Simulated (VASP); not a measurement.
# Si (Fd-3m) in VASP: further runs

One crystal, Si, is run at these levels: PBE; tasks: single point.

All numbers are computed with VASP 6.6.1; they aren't measurements. Logs are shortened: lines on timing, memory, paths and dates and some standing lists are left out, and cuts for length are marked.

## Step 1: The undisturbed crystal

Symmetry: Fd-3m, No. 227, cubic system. Conventional cell: a = 5.444 Å, b = 5.444 Å, c = 5.444 Å, α = 90.00°, β = 90.00°, γ = 90.00°. Around Si (site symmetry -43m) lie 4 Si at 2.36 Å.

## Step 2: Single point, PBE (grid = ENCUT=600 dk=0.45 cell=2x2x2 ISMEAR=0 SIGMA=0.05 LREAL=Auto EDIFF=1e-06)

File INCAR:

```
ALGO = Fast
EDIFF = 1E-6
ENCUT = 600
GGA = PE
ISIF = 2
ISMEAR = 0
LASPH = T
LCHARG = F
LREAL = Auto
LWAVE = F
NBANDS = 44
NELM = 120
PREC = Accurate
SIGMA = 0.05
```

File KPOINTS:

```
k-points
0
Gamma
  3 3 3
```

File POSCAR:

```
TiSi15
1.0
    0.0000000000      5.4437023730      5.4437023730
    5.4437023730      0.0000000000      5.4437023730
    5.4437023730      5.4437023730      0.0000000000
Ti Si
1 15
Direct
    0.2500000000      0.2500000000      0.2500000000
    0.2500000000      0.2500000000      0.7500000000
    0.2500000000      0.7500000000      0.2500000000
    0.2500000000      0.7500000000      0.7500000000
    0.7500000000      0.2500000000      0.2500000000
    0.7500000000      0.2500000000      0.7500000000
    0.7500000000      0.7500000000      0.2500000000
    0.7500000000      0.7500000000      0.7500000000
    0.3750000000      0.3750000000      0.3750000000
    0.3750000000      0.3750000000      0.8750000000
    0.3750000000      0.8750000000      0.3750000000
    0.3750000000      0.8750000000      0.8750000000
    0.8750000000      0.3750000000      0.3750000000
    0.8750000000      0.3750000000      0.8750000000
    0.8750000000      0.8750000000      0.3750000000
    0.8750000000      0.8750000000      0.8750000000
```

Potentials or basis: VASP PAW PBE potentials, release 64 (Ti_sv, Si).

Command:

```bash
$ cat potpaw_PBE.64/Ti_sv/POTCAR potpaw_PBE.64/Si/POTCAR > POTCAR
$ mpirun -np 1 vasp_std > vasp.out
```

OUTCAR:

```text
EDIFF = 1E-6
   ENCUT = 600
   GGA = PE
   ISIF = 2
   ISMEAR = 0
   LASPH = T
   LREAL = Auto
   NELM = 120
   PREC = Accurate

 Found      4 irreducible k-points:

 Following reciprocal coordinates:
            Coordinates               Weight
  0.000000  0.000000  0.000000      1.000000
  0.333333  0.000000  0.000000      8.000000
  0.333333  0.333333  0.000000      6.000000
 -0.333333  0.333333  0.000000     12.000000
   k-points           NKPTS =      4   k-points in BZ     NKDIM =      4   number of bands    NBANDS=     44
   number of dos      NEDOS =    301   number of ions     NIONS =     16
   total plane-waves  NPLWV = 262144
   dimension x,y,z NGX =    64 NGY =   64 NGZ =   64
   dimension x,y,z NGXF=   128 NGYF=  128 NGZF=  128
   ions per type =               1  15
   NGX,Y,Z   is equivalent  to a cutoff of  13.82, 13.82, 13.82 a.u.
   NGXF,Y,Z  is equivalent  to a cutoff of  27.64, 27.64, 27.64 a.u.
 SYSTEM =  unknown system
   PREC   = accura    normal or accurate (medium, high low for compatibility)
   ISTART =      0    job   : 0-new  1-cont  2-samecut
   ICHARG =      2    charge: 1-file 2-atom 10-const
   ISPIN  =      1    spin polarized calculation?
   LNONCOLLINEAR =      F non collinear calculations
   LSORBIT =      F    spin-orbit coupling
   LASPH  =      T    aspherical Exc in radial PAW
   ENCUT  =  600.0 eV  44.10 Ry    6.64 a.u.  15.38 15.38 15.38*2*pi/ulx,y,z
   NELM   =    120;   NELMIN=  2; NELMDL= -5     # of ELM steps
   EDIFF  = 0.1E-05   stopping-criterion for ELM
   LREAL  =      T    real-space projection
   EDIFFG = 0.1E-04   stopping-criterion for IOM
   NSW    =      0    number of steps for IOM
   IBRION =     -1    ionic relax: 0-MD 1-quasi-New 2-CG
   NFREE  =      0    steps in history (QN), initial steepest desc. (CG)
   ISIF   =      2    stress and relaxation
   ISYM   =      2    0-nonsym 1-usesym 2-fastsym
   POTIM  = 0.5000    time-step for ionic-motion
   TEBEG  =    0.0;   TEEND  =   0.0 temperature during run
   PSTRESS=    0.0 pullay stress
   NELECT =      72.0000    total number of electrons
   NUPDOWN=      -1.0000    fix difference up-down
   EMIN   =  10.00;   EMAX   =-10.00  energy-range for DOS
   EFERMI =   0.00;   METHOD = LEGACY
   ISMEAR =     0;   SIGMA  =   0.05  broadening in eV -4-tet -1-fermi 0-gaus
   EFERMI_NEDOS =   21; number of points for ismear=-14 and -15
   IALGO  =     68    algorithm
   IMIX   =      4    mixing-type and parameters
     AMIX     =   0.40;   BMIX     =  1.00
     AMIX_MAG =   1.60;   BMIX_MAG =  1.00
  volume/ion in A,a.u.               =      20.16       136.08
  Fermi-wavevector in a.u.,A,eV,Ry     =   0.992997  1.876492 13.415931  0.986043
  Thomas-Fermi vector in A             =   2.124848
   LORBIT       =      0    0 simple, 1 ext, 2 COOP (PROOUT), +10 PAW based schemes
   GGA     = PE    functional components
   LHFCALC =     F    Hartree Fock is set to
   AEXX    =    0.0000 exact exchange contribution
   IVDW    =     0    specifies the selected vdW correction
   LEPSILON=     F    determine dielectric tensor
   LRPA    =     F    only Hartree local field effects (RPA)
 non-spin polarized calculation
 RMM-DIIS sequential band-by-band and
 Gauss-broadening in eV      SIGMA  =   0.05
  energy-cutoff  :      600.00
  volume of cell :      322.64
 maximum number of plane-waves:     10849
 NGX is ok and might be reduce to    64
   NGX = 31   NGY = 31   NGZ = 31

 number of electron      72.0000000 magnetization

 Free energy of the ion-electron system (eV)
  ---------------------------------------------------
  ext. energy  EPLUGINS =         0.00000000
  ---------------------------------------------------
  free energy    TOTEN  =       -86.38064869 eV

  energy without entropy =      -86.38056820  energy(sigma->0) =      -86.38060845

 E-fermi :   5.5120     XC(G=0):  -9.4539

 val. band max:        5.4078542627   @ k =   0.0000   0.0000   0.0000
 cond. band min:       5.6115809668   @ k =   0.0000   0.0000   0.0000
 fundamental gap:      0.2037267042
 Fermi energy:         5.5119777831

 k-point     1 :       0.0000    0.0000    0.0000
  band No.  band energies     occupation
      1     -50.8579      2.00000
      2     -27.1748      2.00000
      3     -27.1748      2.00000
      4     -27.1748      2.00000
      5      -5.9626      2.00000
      6      -3.7956      2.00000
[... 36 lines left out ...]
     43       7.3621      0.00000
     44       7.3633      0.00000

 k-point     2 :       0.3333    0.0000    0.0000
  band No.  band energies     occupation
      1     -50.8579      2.00000
      2     -27.1748      2.00000
      3     -27.1748      2.00000
      4     -27.1748      2.00000
      5      -5.6192      2.00000
      6      -4.6111      2.00000
[... 36 lines left out ...]
     43       7.8291      0.00000
     44       7.8748      0.00000

 k-point     3 :       0.3333    0.3333    0.0000
  band No.  band energies     occupation
      1     -50.8579      2.00000
      2     -27.1748      2.00000
      3     -27.1748      2.00000
      4     -27.1748      2.00000
      5      -5.4996      2.00000
      6      -4.1858      2.00000
[... 36 lines left out ...]
     43       7.6540      0.00000
     44       8.0316      0.00000

 k-point     4 :      -0.3333    0.3333    0.0000
  band No.  band energies     occupation
      1     -50.8579      2.00000
      2     -27.1748      2.00000
      3     -27.1748      2.00000
      4     -27.1748      2.00000
      5      -5.0900      2.00000
      6      -4.7930      2.00000
[... 36 lines left out ...]
     43       7.9318      0.00000
     44       8.6054      0.00000

------------------------ aborting loop because EDIFF is reached ----------------------------------------

  FORCE on cell =-STRESS in cart. coord.  units (eV):
  Direction    XX          YY          ZZ          XY          YZ          ZX
  --------------------------------------------------------------------------------------
  -------------------------------------------------------------------------------------
  Total        8.4825703      8.4825703      8.4825703     -0.0000000      0.0000000     -0.0000000
  in kB       42.1235473     42.1235473     42.1235473     -0.0000000      0.0000000     -0.0000000
  external PRESSURE =      42.1235473 kB  Pullay stress =       0.0000000 kB

 VOLUME and BASIS-vectors are now :
 -----------------------------------------------------------------------------
  energy-cutoff  :      600.00
  volume of cell :      322.64
      direct lattice vectors                 reciprocal lattice vectors
     0.000000000  5.443702373  5.443702373    -0.091849254  0.091849254  0.091849254
     5.443702373  0.000000000  5.443702373     0.091849254 -0.091849254  0.091849254
     5.443702373  5.443702373  0.000000000     0.091849254  0.091849254 -0.091849254

 POSITION                                       TOTAL-FORCE (eV/Angst)
 -----------------------------------------------------------------------------------
      2.72185      2.72185      2.72185         0.000000      0.000000      0.000000
      5.44370      5.44370      2.72185         0.000000      0.000000     -0.093346
      5.44370      2.72185      5.44370         0.000000     -0.093346      0.000000
      8.16555      5.44370      5.44370         0.093346      0.000000      0.000000
      2.72185      5.44370      5.44370        -0.093346      0.000000      0.000000
      5.44370      8.16555      5.44370         0.000000      0.093346      0.000000
[... 8 lines left out ...]
      6.80463      6.80463      9.52648         0.008448      0.008448     -0.008448
      9.52648      9.52648      9.52648        -0.008448     -0.008448     -0.008448
 -----------------------------------------------------------------------------------
    total drift:                                0.000001      0.000001      0.000001

  FREE ENERGIE OF THE ION-ELECTRON SYSTEM (eV)
  ---------------------------------------------------
  free  energy   TOTEN  =       -86.3806486931 eV

  energy  without entropy=      -86.3805682020  energy(sigma->0) =      -86.38060845
```

OSZICAR:

```text
N       E                     dE             d eps       ncg     rms          rms(c)
DAV:   1     0.376553079053E+03    0.37655E+03   -0.31883E+04   352   0.157E+03
DAV:   2    -0.460717271057E+02   -0.42262E+03   -0.41298E+03   408   0.287E+02
DAV:   3    -0.860283680393E+02   -0.39957E+02   -0.38859E+02   544   0.753E+01
[... 19 lines left out ...]
RMM:  23    -0.863806453119E+02   -0.10754E-05   -0.52258E-05   473   0.253E-02    0.267E-02
RMM:  24    -0.863806472237E+02   -0.19118E-05   -0.33540E-05   414   0.170E-02    0.185E-02
RMM:  25    -0.863806481252E+02   -0.90145E-06   -0.16601E-05   362   0.124E-02    0.146E-02
RMM:  26    -0.863806483374E+02   -0.21228E-06   -0.12795E-05   401   0.123E-02    0.582E-03
RMM:  27    -0.863806486931E+02   -0.35569E-06   -0.60753E-06   307   0.820E-03
   1 F= -.86380649E+02 E0= -.86380608E+02  d E =-.804911E-04
```

stdout:

```text
POSCAR found type information on POSCAR TiSi
 POSCAR found :  2 types and      16 ions
 scaLAPACK will be used
 LDA part: xc-table for (Slater+PW92), standard interpolation
 POSCAR, INCAR and KPOINTS ok, starting setup
 FFT: planning ... GRIDC
 FFT: planning ... GRID_SOFT
 FFT: planning ... GRID
 WAVECAR not read
 entering main loop
```

Run time: 8.1 min. Hardware: 1 thread of Intel Xeon Platinum 8259CL at 2.50GHz (Skylake/Cascade Lake), shared host; peak memory 0.56 GiB.

These settings aren't checked as converged: the numbers below hold their error.

What came out:

```yaml
Free_energy: -86.3806 eV
Pressure: 4.2 GPa
Largest_force: 1.656 eV/Å
Band_gap_on_the_k_mesh: 0.20 eV, direct
```

## Step 3: Single point, PBE (grid = ENCUT=600 dk=0.35 cell=3x3x2 ISMEAR=0 SIGMA=0.05 LREAL=Auto EDIFF=1e-06)

File INCAR:

```
SYSTEM = Si
ALGO = Fast
EDIFF = 1E-6
ENCUT = 600
GGA = PE
ISIF = 2
ISMEAR = 0
KPAR = 2
LASPH = .TRUE.
LCHARG = .FALSE.
LREAL = Auto
LWAVE = .FALSE.
NBANDS = 84
NCORE = 1
NELM = 120
PREC = Accurate
SIGMA = 0.05
```

File KPOINTS:

```
k-points
0
G
  2 2 3
  0 0 0
```

File POSCAR:

```
Si
1.0
    0.0000000000      8.1655535595      8.1655535595
    8.1655535595      0.0000000000      8.1655535595
    5.4437023730      5.4437023730      0.0000000000
Si
36
Direct
    0.1666666667      0.1666666667      0.2500000000
    0.1666666667      0.1666666667      0.7500000000
    0.1666666667      0.5000000000      0.2500000000
    0.1666666667      0.5000000000      0.7500000000
    0.1666666667      0.8333333333      0.2500000000
    0.1666666667      0.8333333333      0.7500000000
    0.5000000000      0.1666666667      0.2500000000
    0.5000000000      0.1666666667      0.7500000000
    0.5000000000      0.5000000000      0.2500000000
    0.5000000000      0.5000000000      0.7500000000
    0.5000000000      0.8333333333      0.2500000000
    0.5000000000      0.8333333333      0.7500000000
    0.8333333333      0.1666666667      0.2500000000
    0.8333333333      0.1666666667      0.7500000000
    0.8333333333      0.5000000000      0.2500000000
    0.8333333333      0.5000000000      0.7500000000
    0.8333333333      0.8333333333      0.2500000000
    0.8333333333      0.8333333333      0.7500000000
    0.2500000000      0.2500000000      0.3750000000
    0.2500000000      0.2500000000      0.8750000000
    0.2500000000      0.5833333333      0.3750000000
    0.2500000000      0.5833333333      0.8750000000
    0.2500000000      0.9166666667      0.3750000000
    0.2500000000      0.9166666667      0.8750000000
    0.5833333333      0.2500000000      0.3750000000
    0.5833333333      0.2500000000      0.8750000000
    0.5833333333      0.5833333333      0.3750000000
    0.5833333333      0.5833333333      0.8750000000
    0.5833333333      0.9166666667      0.3750000000
    0.5833333333      0.9166666667      0.8750000000
    0.9166666667      0.2500000000      0.3750000000
    0.9166666667      0.2500000000      0.8750000000
    0.9166666667      0.5833333333      0.3750000000
    0.9166666667      0.5833333333      0.8750000000
    0.9166666667      0.9166666667      0.3750000000
    0.9166666667      0.9166666667      0.8750000000
```

Potentials or basis: VASP PAW PBE potentials, release 64 (Si).

Command:

```bash
$ cat potpaw_PBE.64/Si/POTCAR > POTCAR
$ mpirun -np 4 vasp_std > vasp.out
```

It took 4.7 min on 4 MPI ranks of Intel Xeon Platinum 8559C (Emerald Rapids), shared host; peak memory 0.73 GiB.

These settings aren't checked as converged: the numbers below hold their error.

What came out:

| Item | Value |
| --- | --- |
| Free energy | -194.8434 eV |
| Pressure | 1.3 GPa |
| Band gap on the k mesh | 0.72 eV |

Caveat: an odd mesh through Γ misses points on the zone boundary, where band edges often lie.

## Step 4: Single point, PBE (grid = ENCUT=350 dk=1.6 cell=3x3x2 ISMEAR=0 SIGMA=0.05 LREAL=Auto EDIFF=1e-06)

File INCAR:

```
SYSTEM = Si
ALGO = Fast
EDIFF = 1E-6
ENCUT = 350
GGA = PE
ISIF = 2
ISMEAR = 0
KPAR = 1
LASPH = .TRUE.
LCHARG = .FALSE.
LREAL = Auto
LWAVE = .FALSE.
NBANDS = 84
NCORE = 2
NELM = 120
PREC = Accurate
SIGMA = 0.05
```

File KPOINTS:

```
k-points
0
G
  1 1 1
  0 0 0
```

POSCAR is that of step 3.

Command:

```bash
$ cat potpaw_PBE.64/Si/POTCAR > POTCAR
$ mpirun -np 4 vasp_std > vasp.out
```

It took 18 s on 4 MPI ranks of Intel Xeon Platinum 8559C (Emerald Rapids), shared host; peak memory 0.25 GiB.

The run converged, but some of its settings lie outside the range that counts as converged, so its numbers aren't taken as properties of the crystal.

Results:

```yaml
Free_energy: -182.0068 eV
Pressure: 3.0 GPa
Band_gap_on_the_k_mesh: 0.68 eV
```

Caveat: the k mesh is coarse (spacing up to 1.00 Å⁻¹), so the values aren't converged; the result breaks the symmetry of the cell; an odd mesh through Γ misses points on the zone boundary, where band edges often lie; the real-space grid breaks the cell's symmetry a little.

## Step 5: For comparison

An earlier run on the cell as given: functional PBE; potentials or basis VASP PAW PBE potentials, release 64 (Si); cutoff 520 eV; k mesh 8 × 8 × 8; occupations fermi-dirac, width 0.05 eV; no spin polarisation.

* Pressure: 1.3 GPa
* Band gap on the k mesh: 0.63 eV, indirect (least direct gap 2.56 eV)
